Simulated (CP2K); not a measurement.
InP under changes of volume

One of the cells (21.227 Å³/atom); the others are scaled copies at fixed shape and fractional positions:

```
In P
1.0
     3.91572    0.00000    0.00000
     1.95786    3.39112    0.00000
     1.95786    1.13037    3.19717
In P
1 1
Direct
  0.00000 0.00000 0.00000
  0.50000 0.50000 0.50000
```

Measurements of this composition are mostly on another form, of space group No. 216.

- Program: CP2K 2026.2
- Functional: PBE
- Potentials or basis: POTENTIAL_UZH In GTH-PBE-q13, P GTH-PBE-q5; TZVP-MOLOPT-PBE-GTH basis
- Density cutoff: 6123 eV
- k mesh: 8 × 8 × 8
- Occupations: fermi-dirac, width 0.05 eV
- Spin: no spin polarisation

```csv
volume (Å³/atom),energy over the lowest point (meV/atom),pressure (GPa)
19.953,24.54,6.0
20.378,?,?
20.803,3.47,2.2
21.227,0.00,0.6
21.652,0.55,-0.9
22.076,4.68,-2.1
22.501,11.89,-3.2
```

What does the run at 20.378 Å³/atom give?

Energy over the lowest point 11.47 meV/atom; pressure 4.0 GPa.

Worked out: A Birch-Murnaghan fit of order 3 (a polynomial in V^(-2/3)) to the other rows has its minimum at 21.38 Å³/atom with B0 = V·E''(V) = 73 GPa and B' = 5.1. It gives 11.44 meV/atom at 20.378 Å³/atom, against the run's 11.47, and -dE/dV = 3.9 GPa, against 4.0.

Energies are extrapolated to zero smearing.

Caveats: the basis of atomic orbitals isn't converged, which shifts pressures, moduli and gaps.
